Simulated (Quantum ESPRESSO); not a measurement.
Mg3Sb2:

```
Sb Mg
1.0
     4.58200    0.00000    0.00000
    -2.29100    3.96813    0.00000
     0.00000    0.00000    7.24400
Sb Mg
2 3
Direct
  0.66667 0.33333 0.76500
  0.33333 0.66667 0.23500
  0.00000 0.00000 0.00000
  0.66667 0.33333 0.37000
  0.33333 0.66667 0.63000
```

Base run:

```yaml
Program: Quantum ESPRESSO 7.5
Functional: LDA
Potentials_or_basis: GBRV 1.5 LDA
Cutoff: 612 eV
Density_cutoff: 4898 eV
k_mesh: 7 × 7 × 4
Occupations: fermi-dirac, width 0.05 eV
Spin: no spin polarisation
```

Its results: band gap on the k mesh 0.30 eV, indirect (least direct gap 1.02 eV); pressure -2.1 GPa; largest force 0.346 eV/Å.

Q: The run is repeated on the same cell with these changes: functional from LDA to PBE; potentials or basis from GBRV 1.5 LDA to SSSP 1.3 efficiency PBE; cutoff from 612 eV to 748 eV; density cutoff from 4898 eV to 5987 eV; valence electrons from 60 to 36. What comes out?

A: Band gap on the k mesh 0.35 eV, indirect (least direct gap 1.16 eV); pressure 0.8 GPa; largest force 0.469 eV/Å.

Caveats: spin-orbit coupling is left out, which moves the levels of the heavy elements; some levels on the path didn't converge (some runs).

A k mesh can miss the band edges.
